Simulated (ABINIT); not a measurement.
Crystal: MnS.

```
CELL_PARAMETERS angstrom
0.00000 2.60450 2.60450
2.60450 0.00000 2.60450
2.60450 2.60450 0.00000
ATOMIC_POSITIONS crystal
Mn 0.00000 0.00000 0.00000
S 0.50000 0.50000 0.50000
```

Base run:

* Program: ABINIT 10.8.3 (patched build)
* Functional: LDA
* Potentials or basis: JTH PAW LDA v2.0
* Cutoff: 544 eV
* k mesh: 7 × 7 × 7
* Occupations: fermi-dirac, width 0.05 eV
* Spin: collinear spin, ferromagnetic start
* Starting moments: [4.0, 0.0] μB

Its results: band gap on the k mesh none (metal or under the smearing width); net moment 4.57 μB per cell; site moments Mn +4.01; S +0.11 μB.

Problem. The run is repeated on the same cell with these changes: k mesh from 7 × 7 × 7 to 4 × 4 × 4. What comes out?

Solution. Band gap on the k mesh none (metal or under the smearing width); net moment 4.38 μB per cell; site moments Mn +3.88; S +0.08 μB.

Caveats: some runs use coarse meshes; a cell with one magnetic atom can't hold antiferromagnetic order, which such compounds often take; semilocal functionals often make such compounds metallic where correlation or magnetic order opens a gap, which also shifts bond lengths.

Not every run made on this cell is shown here.
